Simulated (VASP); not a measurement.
A run of VASP 6.6.1 is set up as follows.

File INCAR:

```
ALGO = Fast ; EDIFF = 1E-7
ENCUT = 520 ; GGA = CA
ISIF = 2 ; ISMEAR = -1
LASPH = True ; LCHARG = False
LREAL = False ; LWAVE = False
NBANDS = 12 ; NELM = 80
PREC = Accurate ; SIGMA = 0.05
```

Contents of KPOINTS:

```
k-points
0
Gamma
  13 13 13
```

The input POSCAR:

```
Tl
1.0
   -1.9410000000      1.9410000000      1.9410000000
    1.9410000000     -1.9410000000      1.9410000000
    1.9410000000      1.9410000000     -1.9410000000
Tl
1
Direct
    0.0000000000      0.0000000000      0.0000000000
```

Potentials or basis: VASP PAW LDA potentials, release 64 (Tl_d).

The run is started by

```bash
$ cat potpaw_LDA.64/Tl_d/POTCAR > POTCAR
$ mpirun -np 1 vasp_std > vasp.out
```

(1) What does it give for the band gap on the k mesh?

(2) What does it give for the pressure?

## Answers

(1) none (metal or under the smearing width).

(2) -2.5 GPa.
